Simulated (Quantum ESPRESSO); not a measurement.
**Pd in Quantum ESPRESSO: the effect of functional**

Pd:

```
Pd
1.0
     0.00000    1.94650    1.94650
     1.94650    0.00000    1.94650
     1.94650    1.94650    0.00000
Pd
1
Direct
  0.00000 0.00000 0.00000
```

Alike in all runs:

| Quantity | Value |
| --- | --- |
| Program | Quantum ESPRESSO 7.5 |
| Task | phonon dispersion |
| Cutoff | 612 eV |
| Density cutoff | 4898 eV |
| k mesh | 10 × 10 × 10 |
| Occupations | cold, width 0.2 eV |
| Spin | no spin polarisation |

Each run relaxes the cell or the atoms first.

Task: One run gave: relaxed volume 15.31 Å³/atom; highest phonon frequency 222 cm⁻¹. Which functional did it use?
A. PBEsol
B. PBE
C. LDA

Result: B.

```tsv
functional	potentials or basis	relaxed volume (Å³/atom)	highest phonon frequency (cm⁻¹)
LDA	GBRV 1.5 LDA	14.18	250
PBE	GBRV 1.5 PBE	15.31	222
PBEsol	GBRV 1.5 PBEsol	14.57	240
```

Caveats: the mesh is thin for the phonons of a metal.

Not every run made on this cell is shown here.
